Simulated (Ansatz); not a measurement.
Sb:

```xyz
1
Lattice="3.1600 0.0000 0.0000 0.0000 3.1600 0.0000 0.0000 0.0000 3.1600" Properties=species:S:1:pos:R:3 pbc="T T T"
Sb    0.0000    0.0000    0.0000
```

This isn't the form of Sb at room conditions, which is rhombohedral.

| Quantity | Value |
| --- | --- |
| Program | Ansatz 0.2.0 |
| Task | relaxation of cell and atoms |
| Functional | PBEsol |
| Dispersion | D3(BJ) |
| Potentials or basis | Ansatz PAW |
| Cutoff | 420 eV (not typed: the program's choice for these potentials) |
| k mesh | 8 × 8 × 8 |
| Occupations | fermi-dirac, width 0.05 eV |
| Spin | no spin polarisation |

At the start: volume 31.55 Å³/atom.

Q: How do energy, volume and symmetry change on relaxing?

A: It ends after 5 steps and the volume is 27.73 Å³/atom (-12.1 %); space group Pm-3m (No. 221, to 0.05 Å).

Step by step:
| step | energy change (eV) | largest force (eV/Å) | volume (Å³) |
| --- | --- | --- | --- |
| 1 | 0.0000 | 0.0000 | 31.55 |
| 2 | -0.0900 | 0.0000 | 27.09 |
| 3 | -0.0930 | 0.0000 | 27.86 |
| 4 | -0.0931 | 0.0000 | 27.73 |
| 5 | -0.0923 | 0.0000 | 27.73 |

Final structure:
```
CELL_PARAMETERS angstrom
3.02673 0.00000 0.00000
0.00000 3.02673 0.00000
0.00000 0.00000 3.02673
ATOMIC_POSITIONS crystal
Sb 0.00000 0.00000 0.00000
```

Caveat: the plane-wave basis is chosen anew once the cell has moved, so the energies of steps on either side of that aren't comparable; the volume moved by -12 % from the deposited cell, more than functionals usually miss; pairwise dispersion overbinds metals, which lowers pressure and volume; the PAW data sets come from PBE, with cores solved anew for the run's functional, which leaves a small shift of forces and pressure.
